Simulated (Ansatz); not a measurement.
The system is Hf.

```
CELL_PARAMETERS angstrom
3.19670 0.00000 0.00000
-1.59835 2.76842 0.00000
0.00000 0.00000 5.05780
ATOMIC_POSITIONS crystal
Hf 0.66667 0.33333 0.75000
Hf 0.33333 0.66667 0.25000
```

* Program: Ansatz 0.2.0
* Task: relaxation of cell and atoms
* Functional: PBEsol0
* Potentials or basis: Ansatz PAW
* Cutoff: 420 eV (not typed: the program's choice for these potentials)
* k mesh: 5 × 5 × 3
* Occupations: fermi-dirac, width 0.05 eV
* Spin: no spin polarisation

At the start: volume 22.38 Å³/atom.

Q: Where does the relaxation end?

A: It ends after 4 steps and the volume is 21.92 Å³/atom (-2.1 %); space group P6_3/mmc (No. 194, to 0.05 Å).

The path:
| step | energy change (eV) | largest force (eV/Å) | volume (Å³) |
| --- | --- | --- | --- |
| 1 | 0.0000 | 0.0000 | 44.76 |
| 2 | -0.0080 | 0.0000 | 43.88 |
| 3 | -0.0081 | 0.0000 | 43.84 |
| 4 | -0.0076 | 0.0000 | 43.84 |

Final structure:
```
Hf
1.0
     3.17862    0.00000    0.00000
    -1.58931    2.75276    0.00000
     0.00000    0.00000    5.01028
Hf
2
Direct
  0.66667 0.33333 0.75000
  0.33333 0.66667 0.25000
```

Caveat: the k mesh is coarse (spacing up to 0.45 Å⁻¹), so the values aren't converged, least of all with exact exchange; the plane-wave basis is chosen anew once the cell has moved, so the energies of steps on either side of that aren't comparable; the PAW data sets come from PBE, with cores solved anew for the run's functional, which leaves a small shift of forces and pressure.
